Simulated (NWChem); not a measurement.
# C4H6 (methylenecyclopropane): levels of theory compared

Wanted: a comparison of 6 runs (HF/3-21G, SVWN5/def2-SVP, B3LYP/6-31G*, PBE/def2-SVP, MP2/6-31G, CCSD(T)/6-31+G*) of C4H6 (methylenecyclopropane). 

The results are computed with NWChem 7.3.0.

1 further run of the same task is left out (set aside as unsound or not needed).

### 1 The system as given

C4H6 has 10 atoms, charge 0, and is taken as a singlet. As SMILES, `C=C1CC1`. The shape is that of a PBE0-D4/def2-TZVP optimisation.

Bond lengths: C1–C2 1.314 Å, C2–C3 1.458 Å, C2–C4 1.458 Å, C3–C4 1.528 Å, C1–H5 1.085 Å, C1–H6 1.085 Å, C3–H7 1.085 Å, C3–H8 1.085 Å, C4–H9 1.085 Å, C4–H10 1.085 Å. Some angles: C1–C2–C3 148.4°, C1–C2–C4 148.4°, C3–C2–C4 63.2°, C2–C3–C4 58.4°, C2–C4–C3 58.4°, C2–C1–H5 121.2°, C2–C1–H6 121.2°, C2–C3–H7 118.7°, C2–C3–H8 118.7°, C4–C3–H7 117.7°.

### 2 Energy and gradient at HF/3-21G (run 1)

test.nw reads:

```
start test
memory total 2200 mb

geometry noautosym nocenter noautoz
 C       -1.246550       0.749310      -0.827290
 C       -0.267200       0.160900      -0.177320
 C        0.559730      -1.024530       0.014480
 C        0.756050       0.233700       0.858730
 H       -1.784520       0.237140      -1.617880
 H       -1.546990       1.765000      -0.593050
 H        0.122140      -1.892780       0.496620
 H        1.316520      -1.257730      -0.727620
 H        1.642590       0.831980       0.674530
 H        0.448240       0.197000       1.898790
end

basis spherical bse
 C library 3-21G
 H library 3-21G
end

scf
 singlet
 rhf
 thresh 1e-08
 maxiter 80
 print medium
end

task scf gradient
```

The run is started by

```sh
$ nwchem test.nw > test.out
```

What it wrote:

```text
[...]
  functions       =    48
[...]
  wavefunction    = RHF
[...]
         Total SCF energy =   -154.017590991174
      One-electron energy =   -423.641137333546
      Two-electron energy =    159.782210360019
 Nuclear repulsion energy =    109.841335982354
        Time for solution =      0.9s
[...]
                         RHF ENERGY GRADIENTS
    atom               coordinates                        gradient
                 x          y          z           x          y          z
   1 C      -2.355638   1.415991  -1.563351   -0.008493   0.005097  -0.005651
   2 C      -0.504935   0.304057  -0.335086    0.024212  -0.014506   0.016080
   3 C       1.057736  -1.936081   0.027363   -0.006610   0.021083   0.004506
   4 C       1.428727   0.441629   1.622764   -0.011491  -0.010238  -0.016518
   5 H      -3.372254   0.448130  -3.057350   -0.003787  -0.004328  -0.005945
   6 H      -2.923387   3.335366  -1.120702   -0.001926   0.007748   0.002161
   7 H       0.230811  -3.576836   0.938476   -0.002865  -0.006993   0.003473
   8 H       2.487862  -2.376765  -1.375002    0.005830  -0.002373  -0.005448
   9 H       3.104045   1.572214   1.274677    0.006915   0.004563  -0.000787
  10 H       0.847051   0.372276   3.588193   -0.001785  -0.000054   0.008128
[...]
```

It took 1.6 s on 1 thread of Intel Xeon 6975P-C (Granite Rapids), shared host; peak memory 0.099 GiB.

### 3 Energy and forces at SVWN5/def2-SVP (run 2)

c4h6.nw reads:

```
start c4h6
memory stack 880 mb heap 220 mb global 1100 mb

geometry units angstroms noautosym nocenter noautoz
 C    -1.246550    0.749310   -0.827290
 C    -0.267200    0.160900   -0.177320
 C     0.559730   -1.024530    0.014480
 C     0.756050    0.233700    0.858730
 H    -1.784520    0.237140   -1.617880
 H    -1.546990    1.765000   -0.593050
 H     0.122140   -1.892780    0.496620
 H     1.316520   -1.257730   -0.727620
 H     1.642590    0.831980    0.674530
 H     0.448240    0.197000    1.898790
end

basis spherical bse
 C library def2-SVP
 H library def2-SVP
end

dft
 xc slater vwn_5
 mult 1
 grid xfine
 convergence energy 1e-08
 maxiter 100
 mulliken
 print low
end

task dft gradient
```

The run is started by

```sh
$ nwchem c4h6.nw > c4h6.out
```

What it wrote:

```text
[...]
 d= 0,ls=0.0,diis     1   -154.3432783425 -2.64D+02  9.95D-03  5.27D-01     1.5
[...]
 d= 0,ls=0.0,diis    10   -154.3806206633 -4.26D-10  1.74D-07  1.88D-10    10.7
         Total DFT energy =     -154.380620663322
      One electron energy =     -425.294095540296
           Coulomb energy =      183.448356302105
    Exchange-Corr. energy =      -22.376217407485
 Nuclear repulsion energy =      109.841335982354
[...]
      Total Density - Mulliken Population Analysis
     ---------------------------------------------
    Atom       Charge   Shell Charges
 -----------   ------   -------------------------------------------------------
    1 C    6     6.13   1.98  0.89  0.26  2.12  0.85  0.02
    2 C    6     6.05   1.98  0.89  0.30  2.12  0.71  0.05
    3 C    6     6.12   1.98  0.89  0.16  2.18  0.87  0.03
    4 C    6     6.12   1.98  0.89  0.16  2.18  0.87  0.03
    5 H    1     0.95   0.72  0.22  0.02
    6 H    1     0.95   0.72  0.22  0.02
    7 H    1     0.92   0.71  0.19  0.02
    8 H    1     0.92   0.71  0.19  0.02
    9 H    1     0.92   0.71  0.19  0.02
   10 H    1     0.92   0.71  0.19  0.02
[...]
                         DFT ENERGY GRADIENTS
    atom               coordinates                        gradient
                 x          y          z           x          y          z
   1 C      -2.355638   1.415991  -1.563351    0.000611  -0.000375   0.000396
   2 C      -0.504935   0.304057  -0.335086   -0.009430   0.005701  -0.006250
   3 C       1.057736  -1.936081   0.027363    0.003329  -0.014596  -0.004307
   4 C       1.428727   0.441629   1.622764    0.006926   0.008400   0.011117
   5 H      -3.372254   0.448130  -3.057350    0.006497   0.006508   0.009711
   6 H      -2.923387   3.335366  -1.120702    0.003525  -0.012536  -0.003056
   7 H       0.230811  -3.576836   0.938476    0.005557   0.011369  -0.005852
   8 H       2.487862  -2.376765  -1.375002   -0.009528   0.003345   0.009602
   9 H       3.104045   1.572214   1.274677   -0.011283  -0.007920   0.002049
  10 H       0.847051   0.372276   3.588193    0.003796   0.000104  -0.013410
[...]
```

Run time: 14 s. Hardware: 1 thread of Intel Xeon 6975P-C (Granite Rapids), shared host; peak memory 0.14 GiB.

### 4 Energy and forces at B3LYP/6-31G(d) (Cartesian functions) (run 3)

mol.nw reads:

```
START mol
memory 2200 mb

GEOMETRY noautosym nocenter noautoz
  C    -1.246550    0.749310   -0.827290
  C    -0.267200    0.160900   -0.177320
  C     0.559730   -1.024530    0.014480
  C     0.756050    0.233700    0.858730
  H    -1.784520    0.237140   -1.617880
  H    -1.546990    1.765000   -0.593050
  H     0.122140   -1.892780    0.496620
  H     1.316520   -1.257730   -0.727620
  H     1.642590    0.831980    0.674530
  H     0.448240    0.197000    1.898790
END

BASIS
  * library 6-31G*
END

DFT
  xc b3lyp
  grid xfine
  convergence energy 1e-08
  iterations 100
  mulliken
END

TASK dft gradient
```

The run is started by

```sh
$ nwchem mol.nw > mol.out
```

What it wrote:

```text
[...]
          Wavefunction type:  closed shell.
          No. of atoms     :    10
          No. of electrons :    30
[...]
          Charge           :     0
          Spin multiplicity:     1
[...]
          AO basis - number of functions:    72
[...]
              XC Information
              --------------
                         B3LYP Method XC Potential
                     Hartree-Fock (Exact) Exchange  0.200
                        Slater Exchange Functional  0.800 local
                    Becke 1988 Exchange Functional  0.720 non-local
              Lee-Yang-Parr Correlation Functional  0.810
                  VWN I RPA Correlation Functional  0.190 local
[...]
 d= 0,ls=0.0,diis     1   -155.9205155992 -2.66D+02  9.15D-03  4.20D-01     2.6
[...]
 d= 0,ls=0.0,diis     8   -155.9622339133  4.41D-09  4.94D-06  1.80D-07    18.9
         Total DFT energy =     -155.962233913299
      One electron energy =     -425.598919656941
           Coulomb energy =      183.728309314738
    Exchange-Corr. energy =      -23.932959553449
 Nuclear repulsion energy =      109.841335982354
[...]
  wavefunction    = closed shell
                         DFT ENERGY GRADIENTS
    atom               coordinates                        gradient
                 x          y          z           x          y          z
   1 C      -2.355638   1.415991  -1.563351    0.005042  -0.003033   0.003335
   2 C      -0.504935   0.304057  -0.335086    0.001647  -0.000959   0.001102
   3 C       1.057736  -1.936081   0.027363   -0.002103   0.006363   0.001265
   4 C       1.428727   0.441629   1.622764   -0.003557  -0.002990  -0.005018
   5 H      -3.372254   0.448130  -3.057350    0.001692   0.000113   0.001705
   6 H      -2.923387   3.335366  -1.120702    0.001357  -0.001955   0.000324
   7 H       0.230811  -3.576836   0.938476    0.000354   0.002899  -0.000677
   8 H       2.487862  -2.376765  -1.375002   -0.001865   0.001717   0.001589
   9 H       3.104045   1.572214   1.274677   -0.002391  -0.001670  -0.000676
  10 H       0.847051   0.372276   3.588193   -0.000176  -0.000486  -0.002949
[...]
```

Wall time 23 s (1 thread of Intel Xeon 6975P-C (Granite Rapids), shared host); peak memory 0.15 GiB.

Runs 4 to 5 aren't shown in full; the table further down has their settings and results.

### 5 The energy at CCSD(T)/6-31+G(d) (spherical functions) (run 6)

job.nw reads:

```
start job
title "C4H6 energy"
memory stack 880 mb heap 220 mb global 1100 mb
charge 0

geometry units angstrom noautosym nocenter noautoz
C     -1.246550     0.749310    -0.827290
C     -0.267200     0.160900    -0.177320
C      0.559730    -1.024530     0.014480
C      0.756050     0.233700     0.858730
H     -1.784520     0.237140    -1.617880
H     -1.546990     1.765000    -0.593050
H      0.122140    -1.892780     0.496620
H      1.316520    -1.257730    -0.727620
H      1.642590     0.831980     0.674530
H      0.448240     0.197000     1.898790
end

basis spherical bse
* library 6-31+G*
end

scf
thresh 1e-08
maxiter 80
end

ccsd
freeze core 4
maxiter 60
end

task ccsd(t) energy
```

The run is started by

```sh
$ nwchem job.nw > job.out
```

What it wrote:

```text
[...]
  functions       =    84
[...]
  wavefunction    = RHF
[...]
         Total SCF energy =   -154.890839446372
      One-electron energy =   -424.910692993566
      Two-electron energy =    160.178517564841
 Nuclear repulsion energy =    109.841335982354
        Time for solution =      7.3s
[...]
 Total MP2 energy:           -155.400142912831654
[...]
             energy      energy      error      ampl     ampl      Block
                                                time     time      time
[...]
 Total CCSD energy:           -155.440197417379181
[...]
 Total CCSD+T(CCSD) energy:           -155.460732115155253
[...]
 Total CCSD(T) energy:                -155.460037838491587
[...]
```

Wall time 77 s (1 thread of Intel Xeon 6975P-C (Granite Rapids), shared host); peak memory 0.23 GiB.

### 6 Overview of the runs

```csv
run,level,iteration cap,module,energy (Eh),dipole moment (D),HOMO energy (eV),LUMO energy (eV),wall time
1,HF/3-21G,80,scf,-154.017591,0.32,-9.87,4.74,1.6 s
2,SVWN5/def2-SVP,100,dft,-154.380621,–,–,–,14 s
3,B3LYP/6-31G* (Cartesian functions),100,dft,-155.962234,0.42,-6.87,0.46,23 s
4,PBE/def2-SVP,100,dft,-155.633626,0.41,-6.19,-0.68,26 s
5,MP2/6-31G,80,mp2,-155.175875,0.29,-9.77,4.65,5.7 s
6,CCSD(T)/6-31+G* (spherical functions),80,ccsd(t),-155.460038,–,-9.85,2.33,77 s
```

### 7 Outcome

| quantity | value |
| --- | --- |
| run 6: total energy | -155.46004 Eh |
| run 6: HOMO energy (Hartree–Fock orbitals) | -9.85 eV |
| run 6: LUMO energy (Hartree–Fock orbitals) | 2.33 eV |
| run 6: HOMO–LUMO gap (Hartree–Fock orbitals) | 12.18 eV |
| run 6: correlation energy (4 core orbitals frozen) | -569.2 mEh |
| run 6: (T) correction | -19.84 mEh |

What this shows: Over runs 1, 3, 4, 5 the dipole moment (its size) runs from 0.29 D (MP2/6-31G) to 0.42 D (B3LYP/6-31G*). The two ends differ in method and basis. Over runs 1, 3, 4 the HOMO–LUMO gap runs from 5.51 eV (PBE/def2-SVP) to 14.60 eV (HF/3-21G). Totals of different functionals can't be ranked against each other. All runs together took 2.5 min, the longest 77 s.
